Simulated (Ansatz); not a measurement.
# How far do frozen cores hold at 0.4 of the volume?

Ansatz 0.2.0 under PBE, scalar-relativistic: all-electron LAPW against the default frozen-core PAW files and norm-conserving files, on the same cells and meshes. Each crystal is compressed to 0.4 of its own relaxed volume, with k spacings near 0.17 Å⁻¹ and smearing of 0.05 to 0.1 eV; spin polarisation is left out. The structure types needn't be the stable ones.

For which of Bi (diamond), SiW (zincblende), Bi (simple hexagonal), V (bcc) does the PAW pressure depart most from LAPW, and by how much?

V (bcc), by -1.11 %. All values:

```json
{"crystal": "Bi (diamond)", "V (Å³/atom)": "19.36", "P LAPW (GPa)": "196.7", "PAW − LAPW (%)": "0.14", "energy rise, PAW − LAPW (meV/atom)": "1", "norm-conserving − LAPW (%)": "0.54"}
{"crystal": "SiW (zincblende)", "V (Å³/atom)": "8.71", "P LAPW (GPa)": "532.6", "PAW − LAPW (%)": "0.21", "energy rise, PAW − LAPW (meV/atom)": "57", "norm-conserving − LAPW (%)": "-0.15"}
{"crystal": "Bi (simple hexagonal)", "V (Å³/atom)": "13.51", "P LAPW (GPa)": "373.3", "PAW − LAPW (%)": "0.12", "energy rise, PAW − LAPW (meV/atom)": "1", "norm-conserving − LAPW (%)": "0.49"}
{"crystal": "V (bcc)", "V (Å³/atom)": "5.39", "P LAPW (GPa)": "824.7", "PAW − LAPW (%)": "-1.11", "energy rise, PAW − LAPW (meV/atom)": "-40", "norm-conserving − LAPW (%)": "-1.80"}
```
